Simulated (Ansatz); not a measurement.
**KF, pressure series**

Base system: KF in the rock salt structure (space group Fm-3m, No. 225; a = 5.4208 Å).

Cell and atoms are relaxed at each pressure.

All numbers come from PBE (Ansatz, a first-principles code, PAW, no spin-orbit coupling).

```tsv
P (GPa)	V (Å³/atom)
-1.99	21.653
-1.00	20.678
0.89	19.350
2.09	18.712
4.49	17.715
8.98	16.403
14.99	15.214
22.50	14.178
29.99	13.413
```

Question: Fit a third-order Birch–Murnaghan equation of state.

Answer: Least squares on P(V) = (3B₀/2)[(V₀/V)^(7/3) − (V₀/V)^(5/3)]·[1 + (3/4)(B₀′ − 4)((V₀/V)^(2/3) − 1)] gives V₀ = 19.91 Å³/atom, B₀ = 29 GPa and B₀′ = 4.8.

Measured bulk modulus of KF: 34.2 GPa (0 K or low temperature; as listed in Klaus Doll, Hermann Stoll, Phys. Rev. B (1997)); the computed value is 15 % below it.

Between the base and pressure 2.1 GPa the gap moves from 5.96 eV to 6.28 eV, a mean slope of 150 meV/GPa.

Load acts through the strain it causes; cell and atoms are relaxed under it. Stability against distortions was not tested. No other phases were tried under pressure.
